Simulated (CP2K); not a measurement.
## MgS (Niningerite) under changes of volume

One of the cells (17.609 Å³/atom); the others are scaled copies at fixed shape and fractional positions:

```
S Mg
1.0
     3.67929    0.00000    0.00000
     1.83964    3.18636    0.00000
     1.83964    1.06212    3.00413
S Mg
1 1
Direct
  0.50000 0.50000 0.50000
  0.00000 0.00000 0.00000
```

```yaml
Program: CP2K 2026.2
Functional: PBEsol
Potentials_or_basis: POTENTIAL_UZH S GTH-PBE-q6, Mg GTH-PBE-q10; TZVP-MOLOPT-PBE-GTH basis
Density_cutoff: 19048 eV
k_mesh: 9 × 9 × 9
Occupations: fermi-dirac, width 0.05 eV
Spin: no spin polarisation
```

```tsv
volume (Å³/atom)	energy over the lowest point (meV/atom)	pressure (GPa)	gap on the mesh (eV)
16.553	23.02	6.6	2.85
16.905	10.69	4.6	2.81
17.257	?	?	?
17.609	0.65	1.1	2.73
17.962	0.00	-0.4	2.69
18.314	2.48	-1.8	2.65
18.666	7.81	-3.0	2.61
```

Question: What does the run at 17.257 Å³/atom give?

Answer: Energy over the lowest point 4.76 meV/atom; pressure 2.7 GPa; gap on the mesh 2.77 eV.

Worked out: A Birch-Murnaghan fit of order 3 (a polynomial in V^(-2/3)) to the other rows has its minimum at 17.80 Å³/atom with B0 = V·E''(V) = 69 GPa (rough, since the energies scatter). It gives 3.67 meV/atom at 17.257 Å³/atom, against the run's 4.76, and -dE/dV = 2.4 GPa, against 2.7. A straight line through the other rows of the gap, of slope -1.99 eV per unit of ln V, gives 2.77 eV, against the run's 2.77.

Energies are extrapolated to zero smearing.

Caveats: the potentials were made for another functional, which shifts forces and pressure; an odd mesh through Γ misses points on the zone boundary, where band edges often lie; the basis of atomic orbitals isn't converged, which shifts pressures, moduli and gaps.
